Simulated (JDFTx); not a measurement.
Fe:

```
Fe
1.0
    -1.44300    1.44300    1.44300
     1.44300   -1.44300    1.44300
     1.44300    1.44300   -1.44300
Fe
1
Direct
  0.00000 0.00000 0.00000
```

- Program: JDFTx 1.7.0 (patched build)
- Task: relaxation of cell and atoms
- Functional: PBE
- Potentials or basis: PseudoDojo-SR-PBE-0.5-standard
- Cutoff: 1225 eV
- Density cutoff: 4898 eV
- k mesh: 8 × 8 × 8
- Occupations: fermi-dirac, width 0.05 eV
- Spin: collinear spin, ferromagnetic start
- Starting moments: [3.0] μB

At the start: pressure -5.1 GPa; volume 12.02 Å³/atom.

Q: Where does the relaxation end?

A: Over 5 steps the energy falls by 7.0 meV/atom and the volume is 11.60 Å³/atom (-3.5 %); space group Im-3m (No. 229, to 0.05 Å); moment 2.38 μB per cell.

Step by step:
```
step  energy change (eV)  largest force (eV/Å)  pressure (GPa)  volume (Å³)
   1              0.0000                0.0000           -5.08        12.02
   2             -0.0023                0.0000           -4.19        11.94
   3             -0.0070                0.0000            0.06        11.60
   4             -0.0070                0.0000            0.00        11.60
   5             -0.0070                0.0000            0.00        11.60
```

Final structure:
```
Fe
1.0
    -1.42601    1.42601    1.42601
     1.42601   -1.42601    1.42601
     1.42601    1.42601   -1.42601
Fe
1
Direct
  0.00000 0.00000 0.00000
```

Caveat: the k mesh is coarse (spacing up to 0.38 Å⁻¹), so the values aren't converged.
